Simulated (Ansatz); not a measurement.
Structure: COD 8100521, as refined from experiment and not relaxed. The listed cell was then made from it by scaling, straining or moving an atom.

An input for Bi: DFT, PBE, all-electron LAPW, scalar-relativistic (Ansatz 0.2.0).

Command: `ansatz run input.yaml --threads 1 --pin off --max-ram 3072MiB --backend cpu --events-out ev --progress --plain --runs-dir out` The run took 91 s on 1 thread of Arm Neoverse V2 (shared host), peak memory 0.89 GiB.

```yaml
crystal:
  lattice:
    - [3.4030056, -3.116508, 0.0]
    - [3.4030056, 3.116508, 0.0]
    - [-1.1739996, 0.0, 3.09291]
  atoms:
    - { symbol: Bi, position: [0.2518, 0.2518, 0.149] }
    - { symbol: Bi, position: [0.7482, 0.7482, 0.851] }
kpoints:
  mp_grid: { grid: [8, 8, 11] }
  band_path:
    path:
      - [0.0, 0.0, 0.0]
      - [-0.4898873068, 0.4898873068, 0.0]
      - [-0.5101126932, -0.4898873068, 0.0]
      - [-0.5, -0.5, 0.0]
      - [0.0, 0.0, 0.0]
      - [-0.5, -0.5, 0.5]
      - [-0.6852494149, -0.3147505851, 0.5]
      - [-0.3147505851, 0.3147505851, 0.5]
      - [0.0, 0.0, 0.5]
    npoints: 5
scf:
  occupations: { method: fermi_dirac, width: 0.05 }
hamiltonian:
  xc: pbe
  pseudopotentials: { kind: all_electron, lapw: { basis_error: 0.00025 } }
output:
  forces: true
  stress: true
  eigenvalues: true
```

The results part of the log:

```
SCF 1 converged in 7 iterations: F = -1171411.843374 eV  dr2 = 8.61e-9
NSCF: frozen V_eff on 41 k-points
SCF converged after 7 iterations
Free energy (F): -1171411.843374 eV
Harris-Foulkes:  -1171411.843374 eV  (|F-HF|=7.92e-9)
Internal energy: -1171411.833919 eV  (E = F + TS)
E sigma→0 (E₀):  -1171411.838647 eV
Entropy (-TS):   -0.009454 eV (-4.727 meV/atom)
Fermi energy:    14.680566 eV
--- Per-component energies (eV) ---
  E_band       = -5286.026832
  E_kinetic    = 1356070.465632
  E_xc         = -21611.443833
  E_electrostatic = -2505870.855718  (all electrons and nuclei)
  E_smearing   = -0.009454  (= −TS)
  E_closure    = 0.000000  (closes the sum)
  E_atoms      = -1171404.213804  (free atoms, spherical and without spin; not in F)
  Σ components = -1171411.843374   (vs F -1171411.843374, Δ=0.00e0)
  Basis errors (estimates in eV, not in F): energy 8.6e-5 per atom: plane waves 7.5e-5 (4.1e-5 summed), levels above the bands 4.6e-85, relativity 1.3e-8, radial functions 1.0e-5, core shells 7.8e-9; eigenvalues (radial functions only) 1.2e-6; not estimated: angular momenta, meshes, grids; target (lapw.basis_error) 2.5e-4; muffin-tin radii Bi 1.606 Å
--- Forces (eV/Å), atoms counted from 1 ---
  atom   1  Bi    -0.07683860    -0.00000000    -0.08171137
  atom   2  Bi     0.07683860     0.00000000     0.08171137
  max |Σ_I F_I| component: 0.00e0 eV/Å
--- Stress (GPa, compression-positive) ---
        2.010143       0.000000      -0.589408
        0.000000       0.631386      -0.000000
       -0.589408      -0.000000       2.528717
  P = ⅓ Tr σ = 1.7234 GPa (17.234 kbar)
--- Band table (eV; the first three rows and the last of 201) ---
  k-point 0: bands = ["-138.4635", "-138.4634", "-133.5934", "-133.5934", "-133.5934", "-133.5934", "-133.5888", "-133.5888", "-133.5885", "-133.5885", "-133.5853", "-133.5853", "-133.5852", "-133.5852", "-133.5840", "-133.5840", "-76.7247", "-76.7231", "-76.7228", "-76.7223", "-76.7072", "-76.7048", "-8.2790", "-8.2493", "-8.2100", "-8.1752", "-8.0784", "-8.0486", "-8.0356", "-8.0308", "-7.9979", "-7.9035", "1.4279", "5.5854", "11.5913", "11.7606", "17.4498", "18.0137", "18.4110", "18.9524", "19.3172", "21.7525", "23.0392", "23.4633", "24.2318"]
  k-point 1: bands = ["-138.4635", "-138.4634", "-133.5934", "-133.5934", "-133.5934", "-133.5934", "-133.5888", "-133.5888", "-133.5885", "-133.5885", "-133.5853", "-133.5853", "-133.5852", "-133.5852", "-133.5840", "-133.5840", "-76.7247", "-76.7232", "-76.7230", "-76.7223", "-76.7072", "-76.7049", "-8.2743", "-8.2323", "-8.1890", "-8.1719", "-8.0839", "-8.0548", "-8.0430", "-8.0372", "-7.9993", "-7.9066", "1.5493", "5.6206", "11.6745", "11.9469", "17.2133", "17.6085", "18.0271", "18.4261", "18.5342", "22.2449", "23.1950", "23.5295", "24.3328"]
  k-point 2: bands = ["-138.4635", "-138.4634", "-133.5934", "-133.5934", "-133.5934", "-133.5934", "-133.5888", "-133.5888", "-133.5885", "-133.5885", "-133.5853", "-133.5853", "-133.5852", "-133.5852", "-133.5840", "-133.5840", "-76.7247", "-76.7237", "-76.7234", "-76.7222", "-76.7070", "-76.7050", "-8.2616", "-8.1861", "-8.1628", "-8.1345", "-8.0986", "-8.0723", "-8.0628", "-8.0510", "-8.0037", "-7.9158", "1.9086", "5.7201", "11.9176", "12.4703", "15.0638", "16.6594", "17.7151", "18.0564", "18.3629", "22.3426", "22.7060", "23.2598", "24.1018"]
  k-point 200: bands = ["-138.4634", "-138.4634", "-133.5934", "-133.5934", "-133.5934", "-133.5934", "-133.5888", "-133.5888", "-133.5885", "-133.5885", "-133.5853", "-133.5853", "-133.5852", "-133.5852", "-133.5840", "-133.5840", "-76.7252", "-76.7249", "-76.7246", "-76.7221", "-76.7067", "-76.7053", "-8.1908", "-8.1554", "-8.1338", "-8.1259", "-8.1214", "-8.0882", "-8.0472", "-8.0351", "-7.9568", "-7.9458", "4.5378", "5.4233", "10.7871", "11.9105", "12.3116", "13.9677", "15.8425", "16.5504", "21.2143", "23.5348", "23.5539", "24.2319", "25.7920"]
```
